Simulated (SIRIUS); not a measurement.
Set up this calculation in SIRIUS 7.12.0, as the native input.

```
Task                                        : single point
Functional                                  : PBEsol
Potentials or basis                         : all-electron FP-LAPW
Cutoff                                      : 174 eV
Basis                                       : apw+lo standard
k mesh                                      : 8 × 8 × 5
Occupations                                 : fermi-dirac, width 0.05 eV
Spin                                        : no spin polarisation
Muffin tin radii                            : S 2.22, Zr 2.46 bohr
Basis cutoff (gk_cutoff)                    : 3.58 1/bohr
Cutoff of density and potential (pw_cutoff) : 20 1/bohr
lmax of the basis                           : 10
lmax of density and potential               : 8
Valence relativity                          : iora
Core states                                 : S 1s, Zr 1s2s2p3s3p
Local orbitals (radial functions)           : S 12, Zr 14
Reference energy of the basis               : 0.14 Ha
Smallest sphere radius times basis cutoff   : 7.95
Start of the SCF                            : LDA density
```

The system is ZrS2.

```
Zr S
1.0
     3.69138    0.00000    0.00000
    -1.84569    3.19683    0.00000
     0.00000    0.00000    6.04108
Zr S
1 2
Direct
  0.00000 0.00000 0.00000
  0.33333 0.66667 0.23791
  0.66667 0.33333 0.76209
```

The cell is a database's computed one.

These files were run (other wordings do the same):

sirius.json

```json
{
  "control": {
    "processing_unit": "cpu",
    "std_evp_solver_name": "lapack",
    "gen_evp_solver_name": "lapack",
    "verbosity": 2,
    "print_forces": true,
    "ortho_rf": true,
    "use_second_variation": true,
    "rmt_max": 3.0,
    "num_bands_to_print": 24,
    "save_wf": true
  },
  "parameters": {
    "electronic_structure_method": "full_potential_lapwlo",
    "xc_functionals": ["XC_GGA_X_PBE_SOL", "XC_GGA_C_PBE_SOL"],
    "core_relativity": "dirac",
    "valence_relativity": "iora",
    "num_fv_states": 35,
    "smearing": "fermi_dirac",
    "smearing_width": 0.0018374661,
    "pw_cutoff": 20,
    "gk_cutoff": 3.58,
    "lmax_apw": 10,
    "lmax_rho": 8,
    "lmax_pot": 8,
    "num_mag_dims": 0,
    "auto_rmt": 0,
    "ngridk": [8, 8, 5],
    "shiftk": [0, 0, 0],
    "num_dft_iter": 80,
    "energy_tol": 1e-07,
    "density_tol": 1e-05,
    "use_symmetry": true
  },
  "settings": {"tol_ne": 1e-10},
  "iterative_solver": {"type": "exact"},
  "mixer": {"type": "anderson", "beta": 0.5, "max_history": 8},
  "unit_cell": {
    "lattice_vectors": [[6.9757020403, 0.0, 0.0], [-3.4878510202, 6.0411351761, 0.0], [0.0, 0.0, 11.4159810467]],
    "atom_types": ["S", "Zr"],
    "atom_files": {"S": "S.json", "Zr": "Zr.json"},
    "atoms": {
      "S": [[0.3333333333, 0.6666666667, 0.23790997], [0.6666666667, 0.3333333333, 0.76209003]],
      "Zr": [[0.0, 0.0, 0.0]]
    }
  }
}
```

S.json

```json
{
  "name": "sulphur",
  "symbol": "S",
  "number": 16,
  "mass": 32.065,
  "rmin": 1e-06,
  "rmt": 2.22,
  "nrmt": 800,
  "rinf": 13.52,
  "core": "1s",
  "valence": [
    {"basis": [{"enu": -0.06, "dme": 0, "n": 0, "auto": 0}, {"enu": -0.06, "dme": 1, "n": 0, "auto": 0}]},
    {"l": 0, "n": 1, "basis": [{"enu": -0.0966, "dme": 0, "n": 0, "auto": 0}]},
    {"l": 1, "n": 2, "basis": [{"enu": 0.04, "dme": 0, "n": 0, "auto": 0}]},
    {"l": 2, "n": 3, "basis": [{"enu": 0.04, "dme": 0, "n": 0, "auto": 0}]},
    {"l": 3, "n": 4, "basis": [{"enu": 0.04, "dme": 0, "n": 0, "auto": 0}]}
  ],
  "lo": [
    {
      "l": 0,
      "basis": [{"enu": -0.0966, "dme": 0, "n": 0, "auto": 0}, {"enu": -0.0966, "dme": 1, "n": 0, "auto": 0}]
    },
    {
      "l": 0,
      "basis": [{"enu": -0.0966, "dme": 1, "n": 0, "auto": 0}, {"enu": -0.0966, "dme": 2, "n": 0, "auto": 0}]
    },
    {
      "l": 0,
      "basis": [{"enu": -7.4363, "dme": 0, "n": 2, "auto": 1}, {"enu": -7.4363, "dme": 1, "n": 2, "auto": 1}]
    },
    {
      "l": 0,
      "basis": [{"enu": -0.0966, "dme": 0, "n": 0, "auto": 0}, {"enu": 2.3383, "dme": 0, "n": 0, "auto": 0}]
    },
    {"l": 1, "basis": [{"enu": 0.04, "dme": 0, "n": 0, "auto": 0}, {"enu": 0.04, "dme": 1, "n": 0, "auto": 0}]},
    {
      "l": 1,
      "basis": [{"enu": -5.4482, "dme": 0, "n": 2, "auto": 1}, {"enu": -5.4482, "dme": 1, "n": 2, "auto": 1}]
    },
    {
      "l": 1,
      "basis": [{"enu": -5.4482, "dme": 1, "n": 2, "auto": 1}, {"enu": 0.04, "dme": 0, "n": 0, "auto": 0}]
    },
    {"l": 1, "basis": [{"enu": 0.04, "dme": 0, "n": 0, "auto": 0}, {"enu": 3.7735, "dme": 0, "n": 0, "auto": 0}]},
    {"l": 2, "basis": [{"enu": 0.04, "dme": 0, "n": 0, "auto": 0}, {"enu": 0.04, "dme": 1, "n": 0, "auto": 0}]},
    {"l": 2, "basis": [{"enu": 0.04, "dme": 1, "n": 0, "auto": 0}, {"enu": 0.04, "dme": 2, "n": 0, "auto": 0}]},
    {"l": 2, "basis": [{"enu": 0.04, "dme": 0, "n": 0, "auto": 0}, {"enu": 3.2053, "dme": 0, "n": 0, "auto": 0}]},
    {"l": 3, "basis": [{"enu": 0.04, "dme": 0, "n": 0, "auto": 0}, {"enu": 0.04, "dme": 1, "n": 0, "auto": 0}]}
  ],
  "free_atom": [... radial grid and density of the free atom, the start of the SCF ...]
}
```

Zr.json

```json
{
  "name": "zirconium",
  "symbol": "Zr",
  "number": 40,
  "mass": 91.224,
  "rmin": 1e-06,
  "rmt": 2.46,
  "nrmt": 800,
  "rinf": 17.42,
  "core": "1s2s2p3s3p",
  "valence": [
    {"basis": [{"enu": -0.06, "dme": 0, "n": 0, "auto": 0}, {"enu": -0.06, "dme": 1, "n": 0, "auto": 0}]},
    {"l": 0, "n": 1, "basis": [{"enu": 0.04, "dme": 0, "n": 0, "auto": 0}]},
    {"l": 1, "n": 2, "basis": [{"enu": 0.04, "dme": 0, "n": 0, "auto": 0}]},
    {"l": 2, "n": 3, "basis": [{"enu": 0.04, "dme": 0, "n": 0, "auto": 0}]},
    {"l": 3, "n": 4, "basis": [{"enu": 0.04, "dme": 0, "n": 0, "auto": 0}]}
  ],
  "lo": [
    {"l": 0, "basis": [{"enu": 0.04, "dme": 0, "n": 0, "auto": 0}, {"enu": 0.04, "dme": 1, "n": 0, "auto": 0}]},
    {
      "l": 0,
      "basis": [{"enu": -1.8212, "dme": 0, "n": 4, "auto": 1}, {"enu": -1.8212, "dme": 1, "n": 4, "auto": 1}]
    },
    {
      "l": 0,
      "basis": [{"enu": -1.8212, "dme": 1, "n": 4, "auto": 1}, {"enu": 0.04, "dme": 0, "n": 0, "auto": 0}]
    },
    {"l": 0, "basis": [{"enu": 0.04, "dme": 0, "n": 0, "auto": 0}, {"enu": 2.6839, "dme": 0, "n": 0, "auto": 0}]},
    {"l": 1, "basis": [{"enu": 0.04, "dme": 0, "n": 0, "auto": 0}, {"enu": 0.04, "dme": 1, "n": 0, "auto": 0}]},
    {
      "l": 1,
      "basis": [{"enu": -1.0159, "dme": 0, "n": 4, "auto": 1}, {"enu": -1.0159, "dme": 1, "n": 4, "auto": 1}]
    },
    {
      "l": 1,
      "basis": [{"enu": -1.0159, "dme": 1, "n": 4, "auto": 1}, {"enu": 0.04, "dme": 0, "n": 0, "auto": 0}]
    },
    {"l": 1, "basis": [{"enu": 0.04, "dme": 0, "n": 0, "auto": 0}, {"enu": 3.0805, "dme": 0, "n": 0, "auto": 0}]},
    {"l": 2, "basis": [{"enu": 0.04, "dme": 0, "n": 0, "auto": 0}, {"enu": 0.04, "dme": 1, "n": 0, "auto": 0}]},
    {"l": 2, "basis": [{"enu": 0.04, "dme": 1, "n": 0, "auto": 0}, {"enu": 0.04, "dme": 2, "n": 0, "auto": 0}]},
    {
      "l": 2,
      "basis": [{"enu": -6.2526, "dme": 0, "n": 3, "auto": 1}, {"enu": -6.2526, "dme": 1, "n": 3, "auto": 1}]
    },
    {"l": 2, "basis": [{"enu": 0.04, "dme": 0, "n": 0, "auto": 0}, {"enu": 2.6178, "dme": 0, "n": 0, "auto": 0}]},
    {"l": 3, "basis": [{"enu": 0.04, "dme": 0, "n": 0, "auto": 0}, {"enu": 0.04, "dme": 1, "n": 0, "auto": 0}]},
    {"l": 3, "basis": [{"enu": 0.04, "dme": 0, "n": 0, "auto": 0}, {"enu": 2.9153, "dme": 0, "n": 0, "auto": 0}]}
  ],
  "free_atom": [... radial grid and density of the free atom, the start of the SCF ...]
}
```

sirius_start.json

```json
{
  "control": {
    "processing_unit": "cpu",
    "std_evp_solver_name": "lapack",
    "gen_evp_solver_name": "lapack",
    "verbosity": 1,
    "print_forces": false,
    "ortho_rf": true,
    "use_second_variation": true,
    "rmt_max": 3.0,
    "num_bands_to_print": 24,
    "save_wf": false
  },
  "parameters": {
    "electronic_structure_method": "full_potential_lapwlo",
    "xc_functionals": ["XC_LDA_X", "XC_LDA_C_PW"],
    "core_relativity": "dirac",
    "valence_relativity": "iora",
    "num_fv_states": 35,
    "smearing": "fermi_dirac",
    "smearing_width": 0.0055123983,
    "pw_cutoff": 20,
    "gk_cutoff": 2.86,
    "lmax_apw": 10,
    "lmax_rho": 8,
    "lmax_pot": 8,
    "num_mag_dims": 0,
    "auto_rmt": 0,
    "ngridk": [3, 3, 2],
    "shiftk": [0, 0, 0],
    "num_dft_iter": 30,
    "energy_tol": 0.01,
    "density_tol": 0.05,
    "use_symmetry": true
  },
  "settings": {"tol_ne": 1e-10},
  "iterative_solver": {"type": "exact"},
  "mixer": {"type": "anderson", "beta": 0.5, "max_history": 8},
  "unit_cell": {
    "lattice_vectors": [[6.9757020403, 0.0, 0.0], [-3.4878510202, 6.0411351761, 0.0], [0.0, 0.0, 11.4159810467]],
    "atom_types": ["S", "Zr"],
    "atom_files": {"S": "S.json", "Zr": "Zr.json"},
    "atoms": {
      "S": [[0.3333333333, 0.6666666667, 0.23790997], [0.6666666667, 0.3333333333, 0.76209003]],
      "Zr": [[0.0, 0.0, 0.0]]
    }
  }
}
```

Potentials or basis: all-electron FP-LAPW, apw+lo standard.

Command:

```console
$ OMP_NUM_THREADS=1 sirius.scf --input=sirius_start.json --output=start.json
$ OMP_NUM_THREADS=1 sirius.scf --input=sirius.json --output=output.json --task=1
```

Results of the run:

```
Largest force                                     : 0.149 eV/Å
Band gap on the k mesh                            : 0.98 eV, indirect (least direct gap 1.58 eV)
All electrons inside the program's atomic spheres : Zr 37.52; S 14.62 (radii S 2.22, Zr 2.46 bohr)
```

Caveat: an odd mesh through Γ misses points on the zone boundary, where band edges often lie.

Wall time 4.1 min on 1 thread of Intel(R) Xeon(R) Processor @ 2.50GHz (Skylake/Cascade Lake) (shared host), peak memory 0.67 GiB.
